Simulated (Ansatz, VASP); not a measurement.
# CsH: VASP beside Ansatz, part 2 of 2

Wanted: the spread between two codes on one cell, functional and k mesh. The cell is generated by rule, not measured, and may not be a known phase. The cell is taken from a series of runs on this material, whose earlier steps may have relaxed, scaled, displaced or heated it; both programs get it as it stands.

VASP 6.6.1 and Ansatz 0.2.0.

So far: Starting point; VASP: zone-centre phonons, PBEsol.

The structure was built from a prototype and need not be the compound's stable phase.

## Step 3: Ansatz: zone-centre phonons, PBEsol

Level of this step: Ansatz beside VASP: Kohn-Sham DFT, plane waves, PBEsol (Ansatz).

Ansatz runs on its default PAW (the set named soft_2) files.

The same cell, functional and mesh now go to Ansatz, which takes its cutoff from its data sets.

The input, input.yaml:

```yaml
crystal:
  lattice:
    - [4.2834121956, -2.9361e-06, 0.0]
    - [-2.1417035551, 3.7095452443, 0.0]
    - [0.0, 0.0, 7.685559939]
  atoms:
    - { symbol: Cs, position: [0.0, 0.0, 0.0] }
    - { symbol: Cs, position: [0.0, 0.0, 0.5] }
    - { symbol: H, position: [0.3333333333, 0.6666666667, 0.25] }
    - { symbol: H, position: [0.6666666667, 0.3333333333, 0.75] }
kpoints:
  mp_grid: { grid: [6, 6, 4] }
hamiltonian:
  xc: pbesol
scf:
  occupations: { method: fixed }
output:
  eigenvalues: true
phonons:
  method: dfpt
  qmesh: [2, 2, 1]
  temperatures: { t_max: 1000, t_step: 50 }
  qpath:
    path:
      - [[0.0, 0.0, 0.0], [0.5, 0.0, 0.0], [0.33333333, 0.33333333, 0.0], [0.0, 0.0, 0.0], [0.0, 0.0, 0.5], [0.5, 0.0, 0.5], [0.33333333, 0.33333333, 0.5], [0.0, 0.0, 0.5]]
      - [[0.5, 0.0, 0.5], [0.5, 0.0, 0.0]]
      - [[0.33333333, 0.33333333, 0.5], [0.33333333, 0.33333333, 0.0]]
    npoints: 10
  non_analytic_term:
    high_frequency_dielectric_tensor: [[3.2614, 0.0, 0.0], [0.0, 3.2614, 0.0], [0.0, 0.0, 3.3895]]
    born_effective_charges:
      - { species: Cs, tensor: [[1.113, 0.0, 0.0], [0.0, 1.113, 0.0], [0.0, 0.0, 1.1605]] }
      - { species: Cs, tensor: [[1.113, 0.0, 0.0], [0.0, 1.113, 0.0], [0.0, 0.0, 1.1605]] }
      - { species: H, tensor: [[-1.113, 0.0, 0.0], [0.0, -1.113, 0.0], [0.0, 0.0, -1.1605]] }
      - { species: H, tensor: [[-1.113, 0.0, 0.0], [0.0, -1.113, 0.0], [0.0, 0.0, -1.1605]] }
    source: "zone-centre run at this cell"
```

The run is started by

```sh
> ansatz run input.yaml --threads 4 --pin off --max-ram 7168MiB --backend cpu --events-out ev --progress --plain --runs-dir out
```

Numbers of over 12 decimals in the logs are rounded to 6 here.

What it wrote:

```text
Warning: phonons: the dynamical matrix that this run interpolates holds no multipole term above the dipole-dipole one, and a site of this crystal is no centre of inversion, so its interpolated transverse optical and acoustic branches and sound speeds can stay off near Gamma, and the density of states and the thermodynamics with them. What a run solves at a wave vector of phonons.qpoints, Gamma apart, where the deck admits one, is free of this, and under fd what a larger phonons.supercell samples
Engine: ansatz 0.2.0, aarch64-unknown-linux-gnu
Pseudopotentials: kind: paw
Pseudopotential: Cs, paw, valence charge 9, recommended cutoff 420 eV (normal), Cs.paw.azcp
Pseudopotential: H, paw, valence charge 1, recommended cutoff 420 eV (normal), H.paw.azcp
Functional definition: PBEsol
  exchange = pbesol_x
  correlation = pbesol_c
Crystal: 4 atoms, lattice volume = 122.120 Å³
Basis set: ecut = 420 eV, 2383 PW (Γ), exchange–correlation on 60×60×108 points (8 copies of the dense FFT grid, shifted against one another)
Bands: 14, of which v1, the nominal top of the filled ones, is band 10 counted from 1 (9 counted from 0)
Symmetry: 24 space group operations
k-points: 21 of 144
Non-local potential: Cs, projectors of the file, l = 0: 3, l = 1: 2, l = 2: 2, l = 3: 2
Non-local potential: H, projectors of the file, l = 0: 2, l = 1: 1
PAW form: soft (Blöchl's): semilocal exchange-correlation on the pseudo side does not see the compensation charge
PAW frozen core: Cs, regenerated for the run's functional, and the local potential with it (the file was generated under x = pbe(κ = 0.804, μ = 0.219515), c = pbe(β = 0.066725))
PAW one-centre angular grid: Cs, 194 points (default); XC on 64 Gauss nodes
PAW one-centre angular grid: H, 110 points (default); XC on 64 Gauss nodes
Initial density: superposition of atomic densities (neutral atoms: chi_scale 0, normalization atom), corrected by the library's trained network
Initial wavefunctions: pseudopotential atomic-orbital guess
Functional: x = pbesol(κ = 0.804, μ = 0.123457), c = pbesol(β = 0.046)
SCF iter   1: F=—  HF=-11203.501083 eV  |F-HF|=—  |Δ(HF+E_count)|=         —  Δρ=4.68e-3  dr2=2.92e-2  ethr=1.77e-3  ⟨swp⟩=4.5  Hψ=1457  notcnv=0  defer=39
preconditioner: auto → Resta (q_TF=auto, 2.018 Å⁻¹)  ε∞=2.7  [insulator: Δε(μ)=1.883 eV  Ē_g=10.357 eV  n_scr=22 (ndim 8)  ℏωp=13.4 eV  f_vac=0.029  ε∞_Penn≈2.7]
SCF iter   2: F=—  HF=-11203.493125 eV  |F-HF|=—  |Δ(HF+E_count)|=   7.96e-3  Δρ=1.64e-3  dr2=3.87e-3  ethr=1.46e-4  ⟨swp⟩=2.0  Hψ=515  notcnv=0  defer=40
SCF iter   3: F=—  HF=-11203.492242 eV  |F-HF|=—  |Δ(HF+E_count)|=   8.83e-4  Δρ=2.05e-4  dr2=6.82e-5  ethr=1.94e-5  ⟨swp⟩=2.0  Hψ=378  notcnv=0  defer=42
SCF iter   4: F=—  HF=-11203.492310 eV  |F-HF|=—  |Δ(HF+E_count)|=   6.83e-5  Δρ=6.90e-5  dr2=8.32e-6  ethr=3.41e-7  ⟨swp⟩=2.4  Hψ=424  notcnv=0  defer=37
SCF iter   5: F=—  HF=-11203.492326 eV  |F-HF|=—  |Δ(HF+E_count)|=   1.59e-5  Δρ=1.07e-5  dr2=1.84e-7  ethr=4.16e-8  ⟨swp⟩=2.0  Hψ=466  notcnv=0  defer=11
SCF iter   6: F=—  HF=-11203.492326 eV  |F-HF|=—  |Δ(HF+E_count)|=   3.22e-7  Δρ=2.18e-6  dr2=8.39e-9  ethr=9.19e-10  ⟨swp⟩=2.0  Hψ=471  notcnv=0  defer=2
SCF iter   7: F=—  HF=-11203.492326 eV  |F-HF|=—  |Δ(HF+E_count)|=   1.14e-8  Δρ=4.24e-7  dr2=2.97e-10  ethr=4.19e-11  ⟨swp⟩=2.0  Hψ=479  notcnv=0  defer=2
SCF iter   8: F=-11203.492326 eV  HF=-11203.492326 eV  |F-HF|=1.09e-11  |Δ(HF+E_count)|=  3.06e-10  Δρ=4.38e-8  dr2=1.56e-12  ethr=1.00e-12  ⟨swp⟩=6.7  Hψ=2089  notcnv=0
SCF 1 converged in 8 iterations: F = -11203.492326 eV  dr2 = 1.56e-12
  greatest PAW one-centre occupation: 0.927 electrons in one spin orbital (limit 2), on the Cs atom at site 1 (counted from 0), in its partial waves of l = 0
NSCF: frozen V_eff on 21 k-points
NSCF: frozen V_eff on 76 k-points
DFPT response loops at q = (0, 0, 0) (fractional): preconditioner auto → Resta (q_TF=auto, 2.018 Å⁻¹)  ε∞=5.5 (no band partly filled); β = 1.00, the filter's whole step (`scf.mixing.beta` (0.50) is not read by the response loops at its default; to damp them type it under 1.00, their step now; it binds the ground state too); Broyden in place of MSR1
NSCF: frozen V_eff on 152 k-points
DFPT response loops at q = (0, -0.5, 0) (fractional): mixed as the last ones told, above
SCF converged after 8 iterations
Free energy (F): -11203.492326 eV
Harris-Foulkes:  -11203.492326 eV  (|F-HF|=1.09e-11)
Internal energy: -11203.492326 eV  (E = F + TS)
E sigma→0 (E₀):  -11203.492326 eV
Fermi energy:    3.700618 eV
--- Per-component energies (eV) ---
  E_band       = -115.030421
  E_kinetic    = 310.766273
  E_local      = -519.534000  (includes V_loc(G=0)·N_el)
  E_nonlocal   = 64.845789
  E_hartree    = 174.512594
  E_xc         = -363.347732
  E_vxc        = -275.695587  (∫ρ·V_xc dr)
  E_paw        = -9967.789310  (= ΣΔE_a)
  E_vpaw       = -44.436020  (= ΣTr[D̂ρ^β])
  E_aug_tail   = -0.002066  (compensation charges beyond the density's cutoff)
  E_ewald      = -903.232194
  E_core_change = 0.288320  (= ΣΔE_core)
  E_smearing   = -0.000000  (= −TS)
  E_closure    = 0.000000  (closes the sum)
  Σ components = -11203.492326   (vs F -11203.492326, Δ=0.00e0)
--- Band table (eV; the first three rows and the last of 21) ---
  k-point 0: bands = [... 6 lower, -4.1308, -4.0070, 1.8147, 3.5595, 6.1339, 7.1204, 8.5574, 8.5574]
  k-point 1: bands = [... 6 lower, -4.1539, -4.1539, 2.0611, 3.2422, 6.5174, 7.3076, 8.6664, 8.6664]
  k-point 2: bands = [... 6 lower, -4.2089, -4.2089, 2.6263, 2.6263, 7.1851, 7.1851, 8.9653, 8.9653]
  k-point 20: bands = [... 6 lower, -4.5828, -4.5828, 3.0804, 3.0804, 7.0167, 7.0167, 8.9183, 8.9183]
--- Phonons (Γ-DFPT): 4 representative perturbations + reference (Σ response iterations 12) ---
  ASR residual: 1.881e-5 → 0.000e0 eV/Å²; symmetrization residual: 1.167e-6 eV/Å²
  ASR residual per site (eV/Å²): 1.49e-5 1.49e-5 1.88e-5 1.88e-5
  Γ frequencies (cm⁻¹): 0.00 0.00 0.00 27.46 27.46 81.12 375.97 375.97 421.61 473.04 473.04 715.02
--- Phonons (arbitrary-q DFPT): 2 irreducible q on the 2×2×1 mesh ---
  q = [0.0000, 0.0000, 0.0000] (star 1, of the zone-centre solve; hermiticity 6.03e-7, symmetrization 3.02e-7): -0.00 0.00 0.00 27.46 27.46 81.12 375.97 375.97 421.61 473.04 473.04 715.02
  q = [0.0000, -0.5000, 0.0000] (star 3, 6 solved perturbations in 358 linear systems a pass and spin channel, the states on 76 of 144 k-point pairs; hermiticity 3.59e-7, symmetrization 1.99e-7): 28.38 29.46 34.54 51.89 63.48 69.57 402.13 447.87 481.35 482.16 541.54 669.17
  sum rule: each row above includes the acoustic sum rule's correction from the zone centre's row sums; it moved no ω² by more than (2.25 cm⁻¹)²
  mesh force constants: q→R imaginary residual 7.88e-18; ASR residual 1.881e-5 → 0.000e0 eV/Å²; symmetrization residual 1.110e-15 eV/Å²
  interpolated dispersion: 94 rows × 12 modes
  density of states and harmonic sums: on the 18×18×8 q-mesh, interpolated from the force constants of a 2×2×1 supercell (with the dipole–dipole term of supplied tensors)
  largest difference from the sums on the solved wave vectors: F 1.67e-1 eV, S 2.33e-4 and C_V 6.34e-5 eV/K
  zero-point energy: 0.206719 eV/cell   skipped modes (ω ≤ 0): 3   left out of the sums: 9.65e-5 of the cell's modes: C_V's classical limit lies that fraction below 3 k_B per atom; for a crystal, a wire or a layer, F and S can be off by more, and a phonons.interpolated_qmesh denser along its periods is the remedy for the sampling
```

In the SCF lines HF is the Harris–Foulkes energy and dr2 the Hartree energy of the density residual, in eV; the loop may stop once dr2 is under the threshold and the program's other checks hold. Hψ counts applications of the Hamiltonian.

## Step 4: Side by side

Known differences besides the potentials themselves: fixed occupations in Ansatz, narrow Gaussian smearing in VASP; VASP's run holds the zone centre alone; the cutoff is 420 eV in Ansatz and 500 eV in VASP; Ansatz makes its cores anew for this functional, VASP keeps those of its PBE data sets. Total energies have different zeros and are not compared.

The two programs side by side:

| quantity | Ansatz | VASP | difference |
| --- | --- | --- | --- |
| optical mode 1 to 2 (cm⁻¹) | 27.5 | 27.4 | +0.1 |
| optical mode 3 (cm⁻¹) | 81.1 | 81.2 | -0.14 % |
| optical mode 4 to 5 (cm⁻¹) | 376.0 | 380.2 | -1.11 % |
| optical mode 6 (cm⁻¹) | 421.6 | 425.9 | -1.01 % |
| optical mode 7 to 8 (cm⁻¹) | 473.0 | 480.6 | -1.57 % |
| optical mode 9 (cm⁻¹) | 715.0 | 720.0 | -0.70 % |

Modes are paired by rising frequency, not by their patterns, so a pair may set unlike modes beside each other; they are those without the splitting of longitudinal modes.

## Step 5: Outcome

| Property | Result |
| --- | --- |
| r.m.s. difference of the optical zone-centre modes, each program's sorted by frequency (zone-centre phonons, PBEsol) | 4.6 cm⁻¹ |
| difference in optical mode 7 to 8 (zone-centre phonons, PBEsol) | -1.6 % |

What this shows: The r.m.s. difference of the optical zone-centre modes, each program's sorted by frequency is 4.6 cm⁻¹ (zone-centre phonons, PBEsol). Among the rows given in per cent, the largest difference of the zone-centre phonons, PBEsol pair is in optical mode 7 to 8, -1.6 %. How closely two codes agree says nothing of how well the functional describes the real material.

[Lines on the potential files, build, host, timing and source positions are cut from VASP's logs without a mark.]

[Logs are printed without paths, hosts, clocks, repeated set-up lines and the standing remarks that a program may print on its own settings, such as how far it seeks lower states.]

[Hosts, paths, dates, database ids (printed as entryN), source tags and the programs' standing remarks are cut or masked in the printed files.]
